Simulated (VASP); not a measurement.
# InP (Fm-3m) in VASP: further runs

One crystal, InP, is run at these levels: PBEsol, PBE; tasks: equation of state, optical spectrum.

Everything below comes from runs of VASP 6.6.1. Logs are shortened: lines on timing, memory, paths and dates and some standing lists are left out, and cuts for length are marked.

**1. Starting point**

The structure is cubic, space group Fm-3m (No. 225). The conventional cell has a = 5.538 Å, b = 5.538 Å, c = 5.538 Å, α = 90.00°, β = 90.00°, γ = 90.00°. Around In (site symmetry m-3m) lie 6 P at 2.77 Å. Around P (site symmetry m-3m) lie 6 In at 2.77 Å.

Measurements of this composition are mostly on another form, of space group No. 216.

**2. Equation of state, PBEsol, 20.59 Å³/atom**

INCAR

```
PREC     = Accurate       # precision mode
ENCUT    = 900            # plane-wave cutoff, eV
EDIFF    = 1E-8           # SCF threshold, eV
ISMEAR   = 0              # smearing method
SIGMA    = 0.02           # smearing width, eV
LREAL    = F              # projectors in reciprocal space
LASPH    = T              # aspherical terms in the spheres
NELM     = 100            # most SCF steps
ALGO     = Normal         # electronic algorithm
ISIF     = 2              # what is computed and relaxed
LWAVE    = F              # write WAVECAR
LCHARG   = F              # write CHGCAR
GGA      = PS             # functional
ADDGRID  = F
```

KPOINTS

```
Automatic mesh
0
Gamma
  9 9 9
```

POSCAR

```
InP
1.0
    0.0000000000      2.7408640675      2.7408640675
    2.7408640675      0.0000000000      2.7408640675
    2.7408640675      2.7408640675      0.0000000000
In P
1 1
Direct
    0.0000000000      0.0000000000      0.0000000000
    0.5000000000      0.5000000000      0.5000000000
```

Potentials or basis: VASP PAW PBE potentials, release 64 (In_d, P).

On the command line:

```sh
$ cat potpaw_PBE.64/In_d/POTCAR potpaw_PBE.64/P/POTCAR > POTCAR
$ mpirun -np 1 vasp_std > vasp.out
```

OUTCAR:

```text
PREC = Accurate
   ENCUT = 900
   EDIFF = 1E-8
   ISMEAR = 0
   LREAL = F
   LASPH = T
   NELM = 100
   ISIF = 2
   GGA = PS

 ion  position               nearest neighbor table
   1  0.000  0.000  0.000-   2 2.74   2 2.74   2 2.74   2 2.74   2 2.74   2 2.74
   2  0.500  0.500  0.500-   1 2.74   1 2.74   1 2.74   1 2.74   1 2.74   1 2.74

  LATTYP: Found a face centered cubic cell.
 ALAT       =     5.4817281350

  Lattice vectors:

 A1 = (   0.0000000000,   2.7408640675,   2.7408640675)
 A2 = (   2.7408640675,   0.0000000000,   2.7408640675)
 A3 = (   2.7408640675,   2.7408640675,   0.0000000000)

Analysis of symmetry for initial positions (statically):
=====================================================================
 Subroutine PRICEL returns:
 Original cell was already a primitive cell.

 Routine SETGRP: Setting up the symmetry group for a
 face centered cubic supercell.

 Subroutine GETGRP returns: Found 48 space group operations
 (whereof 48 operations were pure point group operations)
 out of a pool of 48 trial point group operations.

The static configuration has the point symmetry O_h .

Analysis of symmetry for dynamics (positions and initial velocities):
=====================================================================
 Subroutine PRICEL returns:
 Original cell was already a primitive cell.

 Routine SETGRP: Setting up the symmetry group for a
 face centered cubic supercell.

 Subroutine GETGRP returns: Found 48 space group operations
 (whereof 48 operations were pure point group operations)
 out of a pool of 48 trial point group operations.

The dynamic configuration has the point symmetry O_h .

 Subroutine INISYM returns: Found 48 space group operations
 (whereof 48 operations are pure point group operations),
 and found     1 'primitive' translations

----------------------------------------------------------------------------------------

                                     Primitive cell

  volume of cell :      41.1806

  direct lattice vectors                    reciprocal lattice vectors
     0.000000000  2.740864068  2.740864068    -0.182424224  0.182424224  0.182424224
     2.740864068  0.000000000  2.740864068     0.182424224 -0.182424224  0.182424224
     2.740864068  2.740864068  0.000000000     0.182424224  0.182424224 -0.182424224

  length of vectors
     3.876167137  3.876167137  3.876167137     0.315968024  0.315968024  0.315968024

  position of ions in fractional coordinates (direct lattice)
     0.000000000  0.000000000  0.000000000
     0.500000000  0.500000000  0.500000000

  ion indices of the primitive-cell ions
   primitive index   ion index
                 1           1
                 2           2

----------------------------------------------------------------------------------------

 KPOINTS: Automatic mesh

Automatic generation of k-mesh.
 Grid dimensions read from file:
 generate k-points for:    9    9    9

 Generating k-lattice:

  Cartesian coordinates                     Fractional coordinates (reciprocal lattice)
    -0.020269358  0.020269358  0.020269358     0.111111111  0.000000000  0.000000000
     0.020269358 -0.020269358  0.020269358     0.000000000  0.111111111  0.000000000
     0.020269358  0.020269358 -0.020269358     0.000000000  0.000000000  0.111111111

  Length of vectors
     0.035107558  0.035107558  0.035107558

  Shift w.r.t. Gamma in fractional coordinates (k-lattice)
     0.000000000  0.000000000  0.000000000

 Subroutine IBZKPT returns following result:
 ===========================================

 Found     35 irreducible k-points:

 Following reciprocal coordinates:
            Coordinates               Weight
  0.000000  0.000000  0.000000      1.000000
  0.111111  0.000000  0.000000      8.000000
  0.222222  0.000000  0.000000      8.000000
  0.333333  0.000000  0.000000      8.000000
  0.444444  0.000000  0.000000      8.000000
  0.111111  0.111111  0.000000      6.000000
[... 16 lines left out ...]
 -0.333333  0.333333  0.000000     12.000000
  0.444444  0.444444  0.000000      6.000000
 [... further k-points ...]
   k-points           NKPTS =     35   k-points in BZ     NKDIM =     35   number of bands    NBANDS=     13
   number of dos      NEDOS =    301   number of ions     NIONS =      2
   total plane-waves  NPLWV =  64000
   dimension x,y,z NGX =    40 NGY =   40 NGZ =   40
   dimension x,y,z NGXF=    80 NGYF=   80 NGZF=   80
   ions per type =               1   1
   NGX,Y,Z   is equivalent  to a cutoff of  17.16, 17.16, 17.16 a.u.
   NGXF,Y,Z  is equivalent  to a cutoff of  34.31, 34.31, 34.31 a.u.
 SYSTEM =  unknown system
   PREC   = accura    normal or accurate (medium, high low for compatibility)
   ISTART =      0    job   : 0-new  1-cont  2-samecut
   ICHARG =      2    charge: 1-file 2-atom 10-const
   ISPIN  =      1    spin polarized calculation?
   LNONCOLLINEAR =      F non collinear calculations
   LSORBIT =      F    spin-orbit coupling
   LASPH  =      T    aspherical Exc in radial PAW
   ENCUT  =  900.0 eV  66.15 Ry    8.13 a.u.   9.48  9.48  9.48*2*pi/ulx,y,z
   NELM   =    100;   NELMIN=  2; NELMDL= -5     # of ELM steps
   EDIFF  = 0.1E-07   stopping-criterion for ELM
   LREAL  =      F    real-space projection
   EDIFFG = 0.1E-06   stopping-criterion for IOM
   NSW    =      0    number of steps for IOM
   IBRION =     -1    ionic relax: 0-MD 1-quasi-New 2-CG
   NFREE  =      0    steps in history (QN), initial steepest desc. (CG)
   ISIF   =      2    stress and relaxation
   ISYM   =      2    0-nonsym 1-usesym 2-fastsym
   POTIM  = 0.5000    time-step for ionic-motion
   TEBEG  =    0.0;   TEEND  =   0.0 temperature during run
   PSTRESS=    0.0 pullay stress
   NELECT =      18.0000    total number of electrons
   NUPDOWN=      -1.0000    fix difference up-down
   EMIN   =  10.00;   EMAX   =-10.00  energy-range for DOS
   EFERMI =   0.00;   METHOD = LEGACY
   ISMEAR =     0;   SIGMA  =   0.02  broadening in eV -4-tet -1-fermi 0-gaus
   EFERMI_NEDOS =   21; number of points for ismear=-14 and -15
   IALGO  =     38    algorithm
   IMIX   =      4    mixing-type and parameters
     AMIX     =   0.40;   BMIX     =  1.00
     AMIX_MAG =   1.60;   BMIX_MAG =  1.00
  volume/ion in A,a.u.               =      20.59       138.95
  Fermi-wavevector in a.u.,A,eV,Ry     =   1.242419  2.347832 21.002029  1.543606
  Thomas-Fermi vector in A             =   2.376775
   LORBIT       =      0    0 simple, 1 ext, 2 COOP (PROOUT), +10 PAW based schemes
   GGA     = PS    functional components
   LHFCALC =     F    Hartree Fock is set to
   AEXX    =    0.0000 exact exchange contribution
   IVDW    =     0    specifies the selected vdW correction
   LEPSILON=     F    determine dielectric tensor
   LRPA    =     F    only Hartree local field effects (RPA)
 non-spin polarized calculation
 Gauss-broadening in eV      SIGMA  =   0.02
  energy-cutoff  :      900.00
  volume of cell :       41.18
 maximum number of plane-waves:      2565
 NGX is ok and might be reduce to    40
   NGX = 19   NGY = 19   NGZ = 19

 number of electron      18.0000002 magnetization

 Free energy of the ion-electron system (eV)
  ---------------------------------------------------
  ext. energy  EPLUGINS =         0.00000000
  ---------------------------------------------------
  free energy    TOTEN  =        -8.80584488 eV

  energy without entropy =       -8.80542179  energy(sigma->0) =       -8.80563334

 E-fermi :   7.2899     XC(G=0): -10.6934

 val. band max:        7.2815910952   @ k =   0.3333   0.0000   0.0000
 cond. band min:       7.3775811287   @ k =  -0.1111   0.1111   0.0000
 fundamental gap:      0.0959900335
 Fermi energy:         7.2898708982

 k-point     1 :       0.0000    0.0000    0.0000
  band No.  band energies     occupation
      1      -6.8540      2.00000
      2      -6.8540      2.00000
      3      -6.8297      2.00000
      4      -6.8297      2.00000
      5      -6.8297      2.00000
      6      -4.9623      2.00000
      7       6.9992      2.00000
      8       6.9992      2.00000
      9       6.9992      2.00000
     10       8.0207      0.00000
     11      14.3734      0.00000
     12      14.3734      0.00000
     13      14.3734      0.00000

 k-point     2 :       0.1111    0.0000    0.0000
  band No.  band energies     occupation
      1      -6.8608      2.00000
      2      -6.8608      2.00000
      3      -6.8304      2.00000
      4      -6.8205      2.00000
      5      -6.8205      2.00000
      6      -4.8024      2.00000
      7       5.5477      2.00000
      8       7.0267      2.00000
      9       7.0267      2.00000
     10       9.2147      0.00000
     11      13.5266      0.00000
     12      14.0832      0.00000
     13      14.0832      0.00000

 k-point     3 :       0.2222    0.0000    0.0000
  band No.  band energies     occupation
      1      -6.8816      2.00000
      2      -6.8816      2.00000
      3      -6.8340      2.00000
      4      -6.7932      2.00000
      5      -6.7932      2.00000
      6      -4.3339      2.00000
      7       3.6614      2.00000
      8       7.1199      2.00000
      9       7.1199      2.00000
     10      10.0743      0.00000
     11      12.6764      0.00000
     12      12.6764      0.00000
     13      12.8651      0.00000
[... 305 lines left out ...]
 k-point    23 :      -0.3333    0.3333    0.0000
  band No.  band energies     occupation
      1      -7.0720      2.00000
      2      -6.8687      2.00000
      3      -6.8210      2.00000
      4      -6.7685      2.00000
      5      -6.7302      2.00000
      6      -1.8903      2.00000
      7       1.6504      2.00000
      8       3.1505      2.00000
      9       6.0432      2.00000
     10       8.1250      0.00000
     11      13.2116      0.00000
     12      13.3033      0.00000
     13      15.0156      0.00000

 k-point    24 :       0.4444    0.4444    0.0000
  band No.  band energies     occupation
      1      -7.2025      2.00000
      2      -6.8913      2.00000
      3      -6.8023      2.00000
      4      -6.7056      2.00000
      5      -6.7056      2.00000
      6      -1.7819      2.00000
      7       2.3515      2.00000
      8       4.9017      2.00000
      9       4.9017      2.00000
     10       4.9449      2.00000
     11      11.0495      0.00000
     12      17.1245      0.00000
     13      17.1321      0.00000

 [... further k-points ...]

------------------------ aborting loop because EDIFF is reached ----------------------------------------

  FORCE on cell =-STRESS in cart. coord.  units (eV):
  Direction    XX          YY          ZZ          XY          YZ          ZX
  --------------------------------------------------------------------------------------
  -------------------------------------------------------------------------------------
  Total       -0.2311246     -0.2311246     -0.2311246      0.0000000      0.0000000      0.0000000
  in kB       -8.9921655     -8.9921655     -8.9921655      0.0000000      0.0000000      0.0000000
  external PRESSURE =      -8.9921655 kB  Pullay stress =       0.0000000 kB

 VOLUME and BASIS-vectors are now :
 -----------------------------------------------------------------------------
  energy-cutoff  :      900.00
  volume of cell :       41.18
      direct lattice vectors                 reciprocal lattice vectors
     0.000000000  2.740864068  2.740864068    -0.182424224  0.182424224  0.182424224
     2.740864068  0.000000000  2.740864068     0.182424224 -0.182424224  0.182424224
     2.740864068  2.740864068  0.000000000     0.182424224  0.182424224 -0.182424224

 POSITION                                       TOTAL-FORCE (eV/Angst)
 -----------------------------------------------------------------------------------
      0.00000      0.00000      0.00000        -0.000000     -0.000000     -0.000000
      2.74086      2.74086      2.74086         0.000000      0.000000      0.000000
 -----------------------------------------------------------------------------------
    total drift:                                0.000000     -0.000000     -0.000000

  FREE ENERGIE OF THE ION-ELECTRON SYSTEM (eV)
  ---------------------------------------------------
  free  energy   TOTEN  =        -8.8058448849 eV

  energy  without entropy=       -8.8054217895  energy(sigma->0) =       -8.80563334
```

Wall time 19 s (1 thread of Intel Xeon 6975P-C (Granite Rapids), shared host); peak memory 0.26 GiB.

Results:

| Item | Value |
| --- | --- |
| Free energy | -8.8058 eV |
| Pressure | -0.9 GPa |
| Band gap on the k mesh | none (metal or under the smearing width) |

Caveat: the PAW data sets were made with another functional, which shifts forces and pressure a little.

**3. Equation of state, PBEsol, 21.86 Å³/atom**

INCAR is that of step 2.

KPOINTS is that of step 2.

POSCAR

```
InP
1.0
    0.0000000000      2.7962499810      2.7962499810
    2.7962499810      0.0000000000      2.7962499810
    2.7962499810      2.7962499810      0.0000000000
In P
1 1
Direct
    0.0000000000      0.0000000000      0.0000000000
    0.5000000000      0.5000000000      0.5000000000
```

Potentials or basis: VASP PAW PBE potentials, release 64 (In_d, P).

On the command line:

```sh
$ cat potpaw_PBE.64/In_d/POTCAR potpaw_PBE.64/P/POTCAR > POTCAR
$ mpirun -np 1 vasp_std > vasp.out
```

It took 19 s on 1 thread of Intel Xeon 6975P-C (Granite Rapids), shared host; peak memory 0.26 GiB.

The run converged. Its results:

- Free energy: -8.7568 eV
- Pressure: -5.1 GPa
- Band gap on the k mesh: none (metal or under the smearing width)

Caveat: the PAW data sets were made with another functional, which shifts forces and pressure a little.

**4. Equation of state, PBEsol, 20.59 Å³/atom**

Edit INCAR of step 3 so:

```diff
@@ -1,6 +1,6 @@
 PREC     = Accurate       # precision mode
-ENCUT    = 900            # plane-wave cutoff, eV
-EDIFF    = 1E-8           # SCF threshold, eV
+ENCUT    = 250            # plane-wave cutoff, eV
+EDIFF    = 1E-6           # SCF threshold, eV
 ISMEAR   = 0              # smearing method
-SIGMA    = 0.02           # smearing width, eV
+SIGMA    = 0.05           # smearing width, eV
 LREAL    = F              # projectors in reciprocal space
```

KPOINTS

```
Automatic mesh
0
Gamma
  3 3 3
```

POSCAR

```
InP
1.0
    0.0000000000      2.7408640675      2.7408640675
    2.7408640675      0.0000000000      2.7408640675
    2.7408640675      2.7408640675      0.0000000000
In P
1 1
Direct
    0.0000000000      0.0000000000      0.0000000000
    0.5000000000      0.5000000000      0.5000000000
```

On the command line:

```sh
$ cat potpaw_PBE.64/In_d/POTCAR potpaw_PBE.64/P/POTCAR > POTCAR
$ mpirun -np 1 vasp_std > vasp.out
```

It took 1.4 s on 1 thread of Intel Xeon 6975P-C (Granite Rapids), shared host; peak memory 0.11 GiB.

The run converged, but a check on its numbers failed (symmetry, net force, bounds or a known fault of this set-up), so they aren't taken as properties of the crystal.

Caveat: the k mesh is coarse (spacing up to 0.66 Å⁻¹), so the values aren't converged; the cutoff lies under the usual one of these potentials, so the numbers hold a large basis-set error; the PAW data sets were made with another functional, which shifts forces and pressure a little.

**5. Equation of state, PBEsol, 21.86 Å³/atom**

INCAR is that of step 4.

KPOINTS is that of step 4.

POSCAR

```
InP
1.0
    0.0000000000      2.7962499810      2.7962499810
    2.7962499810      0.0000000000      2.7962499810
    2.7962499810      2.7962499810      0.0000000000
In P
1 1
Direct
    0.0000000000      0.0000000000      0.0000000000
    0.5000000000      0.5000000000      0.5000000000
```

On the command line:

```sh
$ cat potpaw_PBE.64/In_d/POTCAR potpaw_PBE.64/P/POTCAR > POTCAR
$ mpirun -np 1 vasp_std > vasp.out
```

Run time: 1.5 s. Hardware: 1 thread of Intel Xeon 6975P-C (Granite Rapids), shared host; peak memory 0.11 GiB.

The run converged, but a check on its numbers failed (symmetry, net force, bounds or a known fault of this set-up), so they aren't taken as properties of the crystal.

Caveat: the k mesh is coarse (spacing up to 0.65 Å⁻¹), so the values aren't converged; the cutoff lies under the usual one of these potentials, so the numbers hold a large basis-set error; the PAW data sets were made with another functional, which shifts forces and pressure a little.

**6. Equation of state, PBEsol, 20.59 Å³/atom**

Edit INCAR of step 5 so:

```diff
@@ -1,3 +1,3 @@
 PREC     = Accurate       # precision mode
-ENCUT    = 250            # plane-wave cutoff, eV
+ENCUT    = 300            # plane-wave cutoff, eV
 EDIFF    = 1E-6           # SCF threshold, eV
```

KPOINTS is that of step 5.

POSCAR

```
InP
1.0
    0.0000000000      2.7408640675      2.7408640675
    2.7408640675      0.0000000000      2.7408640675
    2.7408640675      2.7408640675      0.0000000000
In P
1 1
Direct
    0.0000000000      0.0000000000      0.0000000000
    0.5000000000      0.5000000000      0.5000000000
```

Potentials or basis: VASP PAW PBE potentials, release 64 (In_d, P).

On the command line:

```sh
$ cat potpaw_PBE.64/In_d/POTCAR potpaw_PBE.64/P/POTCAR > POTCAR
$ mpirun -np 1 vasp_std > vasp.out
```

Wall time 1.6 s (1 thread of Intel Xeon 6975P-C (Granite Rapids), shared host); peak memory 0.13 GiB.

The run converged, but some of its settings lie outside the range that counts as converged, so its numbers aren't taken as properties of the crystal.

Results:

```
Free energy            : -8.1716 eV
Pressure               : 0.4 GPa
Band gap on the k mesh : none (metal or under the smearing width)
```

Caveat: the k mesh is coarse (spacing up to 0.66 Å⁻¹), so the values aren't converged; the cutoff is under 1.25 times the usual one of these potentials, so pressure, stress and relaxed cells hold a basis-set (Pulay) error; the PAW data sets were made with another functional, which shifts forces and pressure a little.

**7. Equation of state, PBEsol, 21.86 Å³/atom**

INCAR is that of step 6.

KPOINTS is that of step 6.

POSCAR

```
InP
1.0
    0.0000000000      2.7962499810      2.7962499810
    2.7962499810      0.0000000000      2.7962499810
    2.7962499810      2.7962499810      0.0000000000
In P
1 1
Direct
    0.0000000000      0.0000000000      0.0000000000
    0.5000000000      0.5000000000      0.5000000000
```

On the command line:

```sh
$ cat potpaw_PBE.64/In_d/POTCAR potpaw_PBE.64/P/POTCAR > POTCAR
$ mpirun -np 1 vasp_std > vasp.out
```

It took 1.6 s on 1 thread of Intel Xeon 6975P-C (Granite Rapids), shared host; peak memory 0.13 GiB.

These settings aren't checked as converged: the numbers below hold their error.

What came out:

```
Free energy            : -8.1462 eV
Pressure               : -4.0 GPa
Band gap on the k mesh : none (metal or under the smearing width)
```

Caveat: the k mesh is coarse (spacing up to 0.65 Å⁻¹), so the values aren't converged; the cutoff is under 1.25 times the usual one of these potentials, so pressure, stress and relaxed cells hold a basis-set (Pulay) error; the PAW data sets were made with another functional, which shifts forces and pressure a little.

**8. Equation of state, PBEsol, 20.59 Å³/atom**

Edit INCAR of step 7 so:

```diff
@@ -1,3 +1,3 @@
 PREC     = Accurate       # precision mode
-ENCUT    = 300            # plane-wave cutoff, eV
+ENCUT    = 350            # plane-wave cutoff, eV
 EDIFF    = 1E-6           # SCF threshold, eV
```

KPOINTS is that of step 7.

POSCAR

```
InP
1.0
    0.0000000000      2.7408640675      2.7408640675
    2.7408640675      0.0000000000      2.7408640675
    2.7408640675      2.7408640675      0.0000000000
In P
1 1
Direct
    0.0000000000      0.0000000000      0.0000000000
    0.5000000000      0.5000000000      0.5000000000
```

On the command line:

```sh
$ cat potpaw_PBE.64/In_d/POTCAR potpaw_PBE.64/P/POTCAR > POTCAR
$ mpirun -np 1 vasp_std > vasp.out
```

Wall time 1.7 s (1 thread of Intel Xeon 6975P-C (Granite Rapids), shared host); peak memory 0.13 GiB.

These settings aren't checked as converged: the numbers below hold their error.

What came out:

```
Free energy            : -8.1709 eV
Pressure               : 0.5 GPa
Band gap on the k mesh : none (metal or under the smearing width)
```

Caveat: the k mesh is coarse (spacing up to 0.66 Å⁻¹), so the values aren't converged; the PAW data sets were made with another functional, which shifts forces and pressure a little.

[end of part 1 of 7]
